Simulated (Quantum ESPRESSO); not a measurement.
**FeO: zone-centre phonons under several settings**

```
CELL_PARAMETERS angstrom
0.00000 2.15540 2.15540
2.15540 0.00000 2.15540
2.15540 2.15540 0.00000
ATOMIC_POSITIONS crystal
Fe 0.00000 0.00000 0.00000
O 0.50000 0.50000 0.50000
```

All runs used Quantum ESPRESSO 7.5; k mesh 4 × 4 × 4, shifted; relaxed cell; collinear spin, ferromagnetic start; cutoff 762 eV; occupations fermi-dirac, width 0.05 eV.

| level | potentials | volume (Å³/atom) | lowest optical mode without the field (cm⁻¹) |
| --- | --- | --- | --- |
| LDA | GBRV 1.5 LDA | 9.25 | 268 |
| PBE | GBRV 1.5 PBE | 10.01 | 246 |
| PBEsol | GBRV 1.5 PBEsol | ? | ? |
| PW91 | GBRV 1.5 PBE | 9.98 | 246 |
| revPBE | GBRV 1.5 PBE | 10.22 | 235 |

**Question.** What stands in the row left open?

**Answer.** Volume 9.58 Å³/atom; lowest optical mode without the field 263 cm⁻¹.

Caveats: all runs use coarse meshes; the mesh is thin for the phonons of a metal; a cell with one magnetic atom can't hold antiferromagnetic order, which such compounds often take; the potentials were made for another functional, which shifts forces and pressure (some runs).

For the row left open. Caveat: the k mesh is coarse (spacing up to 0.63 Å⁻¹), so the values aren't converged; the mesh is thin for the phonons of a metal; a cell with one magnetic atom can't hold antiferromagnetic order, which such compounds often take.
